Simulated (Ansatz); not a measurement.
Runs of Ansatz 0.2.0 on Pb. Symmetry: Fm-3m, No. 225, cubic system. The conventional cell has a = 4.950 Å, b = 4.950 Å, c = 4.950 Å, α = 90.00°, β = 90.00°, γ = 90.00°. Pb (site symmetry m-3m) is surrounded by 12 Pb at 3.50 Å. 

```csv
task,level,potentials or basis,cell,cutoff (eV),points for each segment of the path,pressure (GPa),V0 of scaled cells (Å³/atom),B0 (GPa)
relaxation of cell and atoms,RPBE+D4,Ansatz PAW,relaxed,420,-,0.0,-,-
equation of state,r2SCAN,Ansatz PAW,as given,500,-,-,31.04,(b)
equation of state,LDA,JTH PAW LDA,as given,1800,-,-,(a),54
band structure,BLYP,Ansatz PAW,as given,420,14,5.9,-,-
```

Alike in all rows: no spin polarisation; k mesh 9 × 9 × 9; smearing fermi-dirac 0.05 eV.

Problem. Fill in the values left out.

Solution. (a) 29.04; (b) 45.

Caveats: the PAW data sets come from PBE, with cores solved anew for the run's functional, which leaves a small shift of forces and pressure (some runs); the plane-wave basis is chosen anew once the cell has moved, so the energies of steps on either side of that aren't comparable (some runs); the PAW data sets were made with another functional, which shifts forces and pressure a little (some runs).

Runs at the PBE level aren't shown here.
